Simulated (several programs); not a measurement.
GeSe (Pnma) from semi-empirical methods to plane-wave DFT

An 8-atom cell of GeSe started from a crystallographic database, relaxed with r2SCAN+rVV10 in Ansatz, was computed with several methods. Space group Pnma (No. 62), orthorhombic; a = 11.010 Å, b = 3.804 Å, c = 4.536 Å in the conventional setting, 23.75 Å³ an atom. Around Ge lie 3 Se at 2.56 Å; around Se lie 3 Ge at 2.56 Å. Spin-unpolarised throughout; all numbers are computed.

```
Ge Se
1.0
    11.01030    0.00000    0.00000
     0.00000    3.80433    0.00000
     0.00000    0.00000    4.53638
Ge Se
4 4
Direct
  0.12544 0.75000 0.88603
  0.62544 0.75000 0.61397
  0.37456 0.25000 0.38603
  0.87456 0.25000 0.11397
  0.85161 0.75000 0.48780
  0.35161 0.75000 0.01220
  0.64839 0.25000 0.98780
  0.14839 0.25000 0.51220
```

Gaps and times are for a single point on this cell; volume and bulk modulus come from each method's own relaxation or energy curve at fixed shape, which is too stiff where a cell has free coordinates or axes. Times are rough, from shared hosts (AMD EPYC 7R13 Processor; Arm Neoverse V1; NVIDIA H100 80GB HBM3), and each method has its own mesh and cell size. A double dagger marks a value from a curve with shape and coordinates held. PM6 (MOPAC), PM7 (MOPAC), GFN1-xTB (tblite), GFN2-xTB (tblite) treat a cluster of cells at its zone centre, which samples few k points: where these miss a band edge, the gap comes out too large for that reason alone. Gaps from k meshes are read at a limited set of points (mesh, symmetry points, PBE's band edges), so each method's own least gap may be somewhat smaller. xTB and the PM methods were fitted mostly to molecules, and can miss a solid's gap by electronvolts. Minimal bases can be far off for gaps. Times of the plane-wave ladder aren't listed, since it ran on unlike processors and cards. Curves at held shape can't give the bulk modulus of a layered or molecular crystal, so none is listed. GLLB-SC's gap includes the derivative discontinuity. d marks a direct gap, i an indirect one (no mark: not told apart), a dash a value that wasn't computed or didn't pass its checks.

```tsv
method	kind	gap (eV)	own volume (Å³/atom)	bulk modulus (GPa)	atoms computed	processor time
PBE-D3(BJ)	semilocal	–	23.59	–	8	–
r2SCAN+rVV10	semilocal	–	23.75	–	8	–
PBE-D4	semilocal	–	22.46	–	8	–
PM6 (MOPAC)	semi-empirical	4.21	–	–	cluster	2.8 s
GFN1-xTB (tblite)	tight binding	1.17	–	–	cluster	3.8 s
GFN2-xTB (tblite)	tight binding	1.83	25.87‡	–	cluster	4.2 s
PM7 (MOPAC)	semi-empirical	3.95	–	–	cluster	4.8 s
PBE/SZV (CP2K)	small basis	1.44 d	–	–	8	7.3 s
light PBE (260 eV and a coarse mesh)	light plane-wave	0.83 d	–	–	8	8.1 s
PBE+SOC	semilocal	0.80 d	–	–	8	–
PBE/DZVP (CP2K)	small basis	0.83 d	25.00‡	–	8	14 s
LDA	semilocal	0.77 d	–	–	8	–
PBE	semilocal	0.83 d	–	–	8	–
r2SCAN	semilocal	1.04 d	–	–	8	–
GLLB-SC (GPAW)	model potential	1.48	–	–	8	83 s
HSE06	hybrid	1.35 d	–	–	8	–
PBE0	hybrid	2.00 d	–	–	8	–
r2SCANh	hybrid	1.48 d	–	–	8	–
```

Against HSE06 (1.35 eV) and with closed or daggered gaps left aside, the nearest gap at the points sampled is that of PBE/SZV (CP2K) (+0.09 eV) and the farthest that of PM6 (MOPAC) (+2.86 eV). HSE06 is only a yardstick of convenience, and nearness to it can be luck.

Only the rows marked +SOC include spin-orbit coupling.
